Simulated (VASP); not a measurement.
# K (Im-3m) in VASP: settings compared

Aim: see how the results for K move with the level of theory and the settings. Levels: PBEsol, RPBE. Tasks: single point, relaxation of cell and atoms.

Program: VASP 6.6.1. These are calculated values, not measurements. Logs are shortened: lines on timing, memory, paths and dates and some standing lists are left out, and cuts for length are marked.

## (1) The structure

Symmetry: Im-3m, No. 229, cubic system. Conventional cell: a = 5.236 Å, b = 5.236 Å, c = 5.236 Å, α = 90.00°, β = 90.00°, γ = 90.00°.

## (2) Single point, PBEsol

File INCAR:

```
SYSTEM = K
ALGO = Fast ; EDIFF = 1E-7
ENCUT = 520 ; GGA = PS
ISIF = 2 ; ISMEAR = 0
LASPH = .True. ; LCHARG = .False.
LREAL = .False. ; LWAVE = .False.
NELM = 80 ; PREC = Accurate
SIGMA = 0.1
```

File KPOINTS:

```
k-points
0
Gamma
  12 12 12
  0 0 0
```

File POSCAR:

```
K
1.0
   -2.6180000000      2.6180000000      2.6180000000
    2.6180000000     -2.6180000000      2.6180000000
    2.6180000000      2.6180000000     -2.6180000000
K
1
Direct
    0.0000000000      0.0000000000      0.0000000000
```

Potentials or basis: VASP PAW PBE potentials, release 64 (K_sv).

Run with:

```sh
$ cat potpaw_PBE.64/K_sv/POTCAR > POTCAR
$ mpirun -np 1 vasp_std > vasp.out
```

OUTCAR:

```text
SYSTEM = K
   EDIFF = 1E-7
   ENCUT = 520
   GGA = PS
   ISIF = 2
   ISMEAR = 0
   LASPH = .True.
   LREAL = .False.
   NELM = 80
   PREC = Accurate

 ion  position               nearest neighbor table
   1  0.000  0.000  0.000-

  LATTYP: Found a body centered cubic cell.
 ALAT       =     5.2360000000

  Lattice vectors:

 A1 = (  -2.6180000000,   2.6180000000,   2.6180000000)
 A2 = (   2.6180000000,  -2.6180000000,   2.6180000000)
 A3 = (   2.6180000000,   2.6180000000,  -2.6180000000)

Analysis of symmetry for initial positions (statically):
=====================================================================
 Subroutine PRICEL returns:
 Original cell was already a primitive cell.

 Routine SETGRP: Setting up the symmetry group for a
 body centered cubic supercell.

 Subroutine GETGRP returns: Found 48 space group operations
 (whereof 48 operations were pure point group operations)
 out of a pool of 48 trial point group operations.

The static configuration has the point symmetry O_h .

Analysis of symmetry for dynamics (positions and initial velocities):
=====================================================================
 Subroutine PRICEL returns:
 Original cell was already a primitive cell.

 Routine SETGRP: Setting up the symmetry group for a
 body centered cubic supercell.

 Subroutine GETGRP returns: Found 48 space group operations
 (whereof 48 operations were pure point group operations)
 out of a pool of 48 trial point group operations.

The dynamic configuration has the point symmetry O_h .

 Subroutine INISYM returns: Found 48 space group operations
 (whereof 48 operations are pure point group operations),
 and found     1 'primitive' translations

----------------------------------------------------------------------------------------

                                     Primitive cell

  volume of cell :      71.7743

  direct lattice vectors                    reciprocal lattice vectors
    -2.618000000  2.618000000  2.618000000     0.000000000  0.190985485  0.190985485
     2.618000000 -2.618000000  2.618000000     0.190985485  0.000000000  0.190985485
     2.618000000  2.618000000 -2.618000000     0.190985485  0.190985485  0.000000000

  length of vectors
     4.534509014  4.534509014  4.534509014     0.270094263  0.270094263  0.270094263

  position of ions in fractional coordinates (direct lattice)
     0.000000000  0.000000000  0.000000000

  ion indices of the primitive-cell ions
   primitive index   ion index
                 1           1

----------------------------------------------------------------------------------------

 KPOINTS: k-points

Automatic generation of k-mesh.
 Grid dimensions read from file:
 generate k-points for:   12   12   12

 Generating k-lattice:

  Cartesian coordinates                     Fractional coordinates (reciprocal lattice)
     0.000000000  0.015915457  0.015915457     0.083333333  0.000000000  0.000000000
     0.015915457  0.000000000  0.015915457     0.000000000  0.083333333  0.000000000
     0.015915457  0.015915457  0.000000000     0.000000000  0.000000000  0.083333333

  Length of vectors
     0.022507855  0.022507855  0.022507855

  Shift w.r.t. Gamma in fractional coordinates (k-lattice)
     0.000000000  0.000000000  0.000000000

 Subroutine IBZKPT returns following result:
 ===========================================

 Found     72 irreducible k-points:

 Following reciprocal coordinates:
            Coordinates               Weight
  0.000000  0.000000  0.000000      1.000000
  0.083333  0.000000  0.000000     12.000000
  0.166667  0.000000  0.000000     12.000000
  0.250000  0.000000  0.000000     12.000000
  0.333333  0.000000  0.000000     12.000000
  0.416667  0.000000  0.000000     12.000000
[... 16 lines left out ...]
  0.333333  0.083333  0.083333     24.000000
  0.416667  0.083333  0.083333     12.000000
 [... further k-points ...]
   k-points           NKPTS =     72   k-points in BZ     NKDIM =     72   number of bands    NBANDS=      8
   number of dos      NEDOS =    301   number of ions     NIONS =      1
   total plane-waves  NPLWV =  46656
   dimension x,y,z NGX =    36 NGY =   36 NGZ =   36
   dimension x,y,z NGXF=    72 NGYF=   72 NGZF=   72
   ions per type =               1
   NGX,Y,Z   is equivalent  to a cutoff of  13.20, 13.20, 13.20 a.u.
   NGXF,Y,Z  is equivalent  to a cutoff of  26.40, 26.40, 26.40 a.u.
 SYSTEM =  K
   PREC   = accura    normal or accurate (medium, high low for compatibility)
   ISTART =      0    job   : 0-new  1-cont  2-samecut
   ICHARG =      2    charge: 1-file 2-atom 10-const
   ISPIN  =      1    spin polarized calculation?
   LNONCOLLINEAR =      F non collinear calculations
   LSORBIT =      F    spin-orbit coupling
   LASPH  =      T    aspherical Exc in radial PAW
   ENCUT  =  520.0 eV  38.22 Ry    6.18 a.u.   8.43  8.43  8.43*2*pi/ulx,y,z
   NELM   =     80;   NELMIN=  2; NELMDL= -5     # of ELM steps
   EDIFF  = 0.1E-06   stopping-criterion for ELM
   LREAL  =      F    real-space projection
   EDIFFG = 0.1E-05   stopping-criterion for IOM
   NSW    =      0    number of steps for IOM
   IBRION =     -1    ionic relax: 0-MD 1-quasi-New 2-CG
   NFREE  =      0    steps in history (QN), initial steepest desc. (CG)
   ISIF   =      2    stress and relaxation
   ISYM   =      2    0-nonsym 1-usesym 2-fastsym
   POTIM  = 0.5000    time-step for ionic-motion
   TEBEG  =    0.0;   TEEND  =   0.0 temperature during run
   PSTRESS=    0.0 pullay stress
   NELECT =       9.0000    total number of electrons
   NUPDOWN=      -1.0000    fix difference up-down
   EMIN   =  10.00;   EMAX   =-10.00  energy-range for DOS
   EFERMI =   0.00;   METHOD = LEGACY
   ISMEAR =     0;   SIGMA  =   0.10  broadening in eV -4-tet -1-fermi 0-gaus
   EFERMI_NEDOS =   21; number of points for ismear=-14 and -15
   IALGO  =     68    algorithm
   IMIX   =      4    mixing-type and parameters
     AMIX     =   0.40;   BMIX     =  1.00
     AMIX_MAG =   1.60;   BMIX_MAG =  1.00
  volume/ion in A,a.u.               =      71.77       484.36
  Fermi-wavevector in a.u.,A,eV,Ry     =   0.819406  1.548454  9.135317  0.671427
  Thomas-Fermi vector in A             =   1.930206
   LORBIT       =      0    0 simple, 1 ext, 2 COOP (PROOUT), +10 PAW based schemes
   GGA     = PS    functional components
   LHFCALC =     F    Hartree Fock is set to
   AEXX    =    0.0000 exact exchange contribution
   IVDW    =     0    specifies the selected vdW correction
   LEPSILON=     F    determine dielectric tensor
   LRPA    =     F    only Hartree local field effects (RPA)
 non-spin polarized calculation
 RMM-DIIS sequential band-by-band and
 Gauss-broadening in eV      SIGMA  =   0.10
  energy-cutoff  :      520.00
  volume of cell :       71.77
 maximum number of plane-waves:      1961
 NGX is ok and might be reduce to    36
   NGX = 17   NGY = 17   NGZ = 17

 number of electron       9.0000001 magnetization

 Free energy of the ion-electron system (eV)
  ---------------------------------------------------
  ext. energy  EPLUGINS =         0.00000000
  ---------------------------------------------------
  free energy    TOTEN  =        -1.13429357 eV

  energy without entropy =       -1.12942205  energy(sigma->0) =       -1.13185781

 E-fermi :  -0.1283     XC(G=0):  -5.7576

 val. band max:       -0.1492768946   @ k =   0.2500   0.2500   0.0000
 cond. band min:      -0.0830402324   @ k =   0.3333   0.1667   0.0000
 fundamental gap:      0.0662366622
 Fermi energy:        -0.1282674463

 k-point     1 :       0.0000    0.0000    0.0000
  band No.  band energies     occupation
      1     -32.0925      2.00000
      2     -15.6005      2.00000
      3     -15.6005      2.00000
      4     -15.6005      2.00000
      5      -2.3079      2.00000
      6       4.2051      0.00000
      7       4.2051      0.00000
      8       4.2051      0.00000

 k-point     2 :       0.0833    0.0000    0.0000
  band No.  band energies     occupation
      1     -32.0922      2.00000
      2     -15.6056      2.00000
      3     -15.6022      2.00000
      4     -15.6005      2.00000
      5      -2.2197      2.00000
      6       4.0743      0.00000
      7       4.0897      0.00000
      8       4.2761      0.00000

 k-point     3 :       0.1667    0.0000    0.0000
  band No.  band energies     occupation
      1     -32.0913      2.00000
      2     -15.6195      2.00000
      3     -15.6068      2.00000
      4     -15.6005      2.00000
      5      -1.9592      2.00000
      6       3.5687      0.00000
      7       3.8200      0.00000
      8       4.4876      0.00000

 k-point     4 :       0.2500    0.0000    0.0000
  band No.  band energies     occupation
      1     -32.0902      2.00000
      2     -15.6383      2.00000
      3     -15.6131      2.00000
      4     -15.6005      2.00000
      5      -1.5386      2.00000
      6       2.8377      0.00000
      7       3.5212      0.00000
      8       4.8651      0.00000

 k-point     5 :       0.3333    0.0000    0.0000
  band No.  band energies     occupation
      1     -32.0890      2.00000
      2     -15.6569      2.00000
      3     -15.6194      2.00000
      4     -15.6005      2.00000
      5      -0.9781      2.00000
      6       2.0537      0.00000
      7       3.2725      0.00000
      8       4.9839      0.00000
[... 177 lines left out ...]
 k-point    22 :       0.2500    0.0833    0.0833
  band No.  band energies     occupation
      1     -32.0888      2.00000
      2     -15.6576      2.00000
      3     -15.6193      2.00000
      4     -15.6049      2.00000
      5      -0.8195      2.00000
      6       2.1006      0.00000
      7       2.8651      0.00000
      8       4.8616      0.00000

 k-point    23 :       0.3333    0.0833    0.0833
  band No.  band energies     occupation
      1     -32.0880      2.00000
      2     -15.6669      2.00000
      3     -15.6260      2.00000
      4     -15.6052      2.00000
      5      -0.1557      1.30156
      6       1.3555      0.00000
      7       2.7171      0.00000
      8       4.6688      0.00000

 k-point    24 :       0.4167    0.0833    0.0833
  band No.  band energies     occupation
      1     -32.0877      2.00000
      2     -15.6701      2.00000
      3     -15.6285      2.00000
      4     -15.6053      2.00000
      5       0.5063      0.00000
      6       0.6680      0.00000
      7       2.6673      0.00000
      8       4.5622      0.00000

 [... further k-points ...]

------------------------ aborting loop because EDIFF is reached ----------------------------------------

  FORCE on cell =-STRESS in cart. coord.  units (eV):
  Direction    XX          YY          ZZ          XY          YZ          ZX
  --------------------------------------------------------------------------------------
  -------------------------------------------------------------------------------------
  Total       -0.0233119     -0.0233119     -0.0233119      0.0000000     -0.0000000      0.0000000
  in kB       -0.5203778     -0.5203778     -0.5203778      0.0000000     -0.0000000      0.0000000
  external PRESSURE =      -0.5203778 kB  Pullay stress =       0.0000000 kB

 VOLUME and BASIS-vectors are now :
 -----------------------------------------------------------------------------
  energy-cutoff  :      520.00
  volume of cell :       71.77
      direct lattice vectors                 reciprocal lattice vectors
    -2.618000000  2.618000000  2.618000000     0.000000000  0.190985485  0.190985485
     2.618000000 -2.618000000  2.618000000     0.190985485  0.000000000  0.190985485
     2.618000000  2.618000000 -2.618000000     0.190985485  0.190985485  0.000000000

 POSITION                                       TOTAL-FORCE (eV/Angst)
 -----------------------------------------------------------------------------------
      0.00000      0.00000      0.00000         0.000000     -0.000000      0.000000
 -----------------------------------------------------------------------------------
    total drift:                               -0.000000      0.000000      0.000000

  FREE ENERGIE OF THE ION-ELECTRON SYSTEM (eV)
  ---------------------------------------------------
  free  energy   TOTEN  =        -1.1342935694 eV

  energy  without entropy=       -1.1294220541  energy(sigma->0) =       -1.13185781
```

Wall time 42 s (1 thread of Intel Xeon Platinum 8259CL at 2.50GHz (Skylake/Cascade Lake), shared host); peak memory 0.22 GiB.

What came out:

```yaml
Free_energy: -1.1343 eV
Pressure: -0.1 GPa
Band_gap_on_the_k_mesh: none (metal or under the smearing width)
```

Levels at points of the mesh, in eV from the Fermi level:
```csv
k point,band 1,band 2,band 3,band 4,band 5,band 6,band 7,band 8
"(0.00, 0.00, 0.00)",-31.96,-15.47,-15.47,-15.47,-2.18,4.33,4.33,4.33
"(0.50, 0.00, 0.00)",-31.96,-15.55,-15.50,-15.47,0.46,0.71,3.19,4.94
"(0.50, 0.50, 0.50)",-31.96,-15.53,-15.53,-15.53,1.68,1.68,3.55,3.55
```

Caveat: the PAW data sets were made with another functional, which shifts forces and pressure a little.

## (3) Relaxation of cell and atoms, PBEsol

File INCAR:

```
PREC = Accurate
ENCUT = 580
EDIFF = 1E-7
ISMEAR = 0
SIGMA = 0.1
LREAL = False
LASPH = True
NELM = 80
ALGO = Fast
ISIF = 3
LWAVE = False
LCHARG = False
GGA = PS
IBRION = 2
NSW = 90
EDIFFG = -0.005
```

File KPOINTS:

```
Automatic mesh
0
Gamma
  12 12 12
```

POSCAR is that of step 2.

Potentials or basis: VASP PAW PBE potentials, release 64 (K_pv).

Run with:

```sh
$ cat potpaw_PBE.64/K_pv/POTCAR > POTCAR
$ mpirun -np 1 vasp_std > vasp.out
```

Wall time 61 s (1 thread of Intel Xeon Platinum 8259CL at 2.50GHz (Skylake/Cascade Lake), shared host); peak memory 0.23 GiB.

It converged, with:

| Quantity | Value |
| --- | --- |
| Free energy | -1.1133 eV |
| Relaxed volume | 71.24 Å³/atom |
| Relaxed cell | a = 4.523 Å, b = 4.523 Å, c = 4.523 Å, α = 109.47°, β = 109.47°, γ = 109.47° |
| Space group after relaxing (to 0.05 Å) | Im-3m (No. 229) |
| Energy gained by relaxing | 0.1 meV/atom |
| Ionic steps | 3 |
| Pressure after relaxing | 0.0 GPa |
| Band gap on the k mesh | none (metal or under the smearing width) |

Final structure:
```
K
1.0
    -2.61152    2.61152    2.61152
     2.61152   -2.61152    2.61152
     2.61152    2.61152   -2.61152
K
1
Direct
  0.00000 0.00000 0.00000
```

Levels at points of the mesh, in eV from the Fermi level:
```
           k point  band 1  band 2  band 3  band 4  band 5  band 6  band 7
(0.00, 0.00, 0.00)  -15.46  -15.46  -15.46   -2.20    4.37    4.37    4.37
(0.50, 0.00, 0.00)  -15.54  -15.49  -15.46    0.45    0.72    3.19    5.00
(0.50, 0.50, 0.50)  -15.52  -15.52  -15.52    1.67    1.67    3.58    3.58
```

Caveat: the PAW data sets were made with another functional, which shifts forces and pressure a little.

## (4) Relaxation of cell and atoms, PBEsol

INCAR, as its differences from that of step 3:

```diff
@@ -1,3 +1,3 @@
 PREC = Accurate
-ENCUT = 580
+ENCUT = 480
 EDIFF = 1E-7
```

KPOINTS is that of step 3.

POSCAR is that of step 3.

Potentials or basis: VASP PAW PBE potentials, release 64 (K_sv).

Run with:

```sh
$ cat potpaw_PBE.64/K_sv/POTCAR > POTCAR
$ mpirun -np 1 vasp_std > vasp.out
```

Wall time 1.8 min (1 thread of Intel Xeon Platinum 8259CL at 2.50GHz (Skylake/Cascade Lake), shared host); peak memory 0.2 GiB.

Results (log left out):

| Property | Result |
| --- | --- |
| Free energy | -1.1344 eV |
| Relaxed volume | 70.51 Å³/atom |
| Relaxed cell | a = 4.508 Å, b = 4.508 Å, c = 4.508 Å, α = 109.47°, β = 109.47°, γ = 109.47° |
| Space group after relaxing (to 0.05 Å) | Im-3m (No. 229) |
| Energy gained by relaxing | 0.2 meV/atom |
| Ionic steps | 6 |
| Pressure after relaxing | 0.0 GPa |
| Band gap on the k mesh | none (metal or under the smearing width) |

The path:
```tsv
step	energy change (eV)	largest force (eV/Å)	pressure (GPa)	volume (Å³)
1	0.0000	0.0000	-0.05	71.77
2	-0.0001	0.0000	-0.02	71.53
3	-0.0001	0.0000	-0.03	71.46
4	-0.0001	0.0000	-0.01	71.33
5	-0.0002	0.0000	-0.02	71.06
6	-0.0002	0.0000	0.01	70.51
```

Final structure:
```
CELL_PARAMETERS angstrom
-2.60256 2.60256 2.60256
2.60256 -2.60256 2.60256
2.60256 2.60256 -2.60256
ATOMIC_POSITIONS crystal
K 0.00000 0.00000 0.00000
```

Levels at points of the mesh, in eV from the Fermi level:
| k point | band 2 | band 3 | band 4 | band 5 | band 6 | band 7 |
| --- | --- | --- | --- | --- | --- | --- |
| (0.00, 0.00, 0.00) | -15.46 | -15.46 | -15.46 | -2.21 | 4.35 | 4.35 |
| (0.50, 0.00, 0.00) | -15.54 | -15.49 | -15.46 | 0.46 | 0.72 | 3.19 |
| (0.50, 0.50, 0.50) | -15.52 | -15.52 | -15.52 | 1.67 | 1.67 | 3.60 |

Caveat: the PAW data sets were made with another functional, which shifts forces and pressure a little.

## (5) Relaxation of cell and atoms, RPBE

INCAR, as its differences from that of step 4:

```diff
@@ -1,3 +1,3 @@
 PREC = Accurate
-ENCUT = 480
+ENCUT = 600
 EDIFF = 1E-7
@@ -12,3 +12,3 @@
 LCHARG = False
-GGA = PS
+GGA = RP
 IBRION = 2
```

KPOINTS is that of step 4.

POSCAR is that of step 4.

Run with:

```sh
$ cat potpaw_PBE.64/K_sv/POTCAR > POTCAR
$ mpirun -np 1 vasp_std > vasp.out
```

It took 2.1 min on 1 thread of Intel Xeon Platinum 8259CL at 2.50GHz (Skylake/Cascade Lake), shared host; peak memory 0.24 GiB.

The run converged. Its results:

```
Free energy                            : -0.9404 eV
Relaxed volume                         : 80.32 Å³/atom
Relaxed cell                           : a = 4.708 Å, b = 4.708 Å, c = 4.708 Å, α = 109.47°, β = 109.47°, γ = 109.47°
Space group after relaxing (to 0.05 Å) : Im-3m (No. 229)
Energy gained by relaxing              : 10.8 meV/atom
Ionic steps                            : 3
Pressure after relaxing                : 0.0 GPa
Band gap on the k mesh                 : none (metal or under the smearing width)
```

Step by step:
```tsv
step	energy change (eV)	largest force (eV/Å)	pressure (GPa)	volume (Å³)
1	0.0000	0.0000	0.44	71.77
2	-0.0049	0.0000	0.31	73.85
3	-0.0108	0.0000	0.00	80.32
```

Final structure:
```cif
data_structure
_symmetry_space_group_name_H-M 'P 1'
_symmetry_Int_Tables_number 1
_cell_length_a 4.7078
_cell_length_b 4.7078
_cell_length_c 4.7078
_cell_angle_alpha 109.471
_cell_angle_beta 109.471
_cell_angle_gamma 109.471
_cell_volume 80.32
loop_
_atom_site_label
_atom_site_type_symbol
_atom_site_fract_x
_atom_site_fract_y
_atom_site_fract_z
_atom_site_occupancy
K1 K 0.00000 0.00000 0.00000 1
```

Levels at points of the mesh, in eV from the Fermi level:
| k point | band 2 | band 3 | band 4 | band 5 | band 6 | band 7 |
| --- | --- | --- | --- | --- | --- | --- |
| (0.00, 0.00, 0.00) | -15.70 | -15.70 | -15.70 | -2.02 | 4.27 | 4.27 |
| (0.50, 0.00, 0.00) | -15.75 | -15.72 | -15.70 | 0.48 | 0.63 | 3.17 |
| (0.50, 0.50, 0.50) | -15.74 | -15.74 | -15.74 | 1.70 | 1.70 | 3.27 |

Caveat: the PAW data sets were made with another functional, which shifts forces and pressure a little; the volume moved by +12 % from the deposited cell, more than functionals usually miss. RPBE and its kin give volumes clearly too large for solids.

## (6) The runs side by side

| task | level | potentials or basis | cell | cutoff (eV) | gap on the mesh (eV) | pressure (GPa) | relaxed volume (Å³/atom) |
| --- | --- | --- | --- | --- | --- | --- | --- |
| single point | PBEsol | VASP PAW PBE potentials, release 64 (K_sv) | as given | 520 | none | -0.1 | - |
| relaxation of cell and atoms | PBEsol | VASP PAW PBE potentials, release 64 (K_pv) | relaxed | 580 | none | 0.0 | 71.24 |
| relaxation of cell and atoms | PBEsol | VASP PAW PBE potentials, release 64 (K_sv) | relaxed | 480 | none | 0.0 | 70.51 |
| relaxation of cell and atoms | RPBE | VASP PAW PBE potentials, release 64 (K_sv) | relaxed | 600 | none | 0.0 | 80.32 |

Alike in all rows: no spin polarisation; k mesh 12 × 12 × 12; smearing gaussian 0.1 eV.

Caveats: the PAW data sets were made with another functional, which shifts forces and pressure a little; the volume moved by +12 % from the deposited cell, more than functionals usually miss (some runs).

Absolute energies hang on the potentials; compare differences alone.
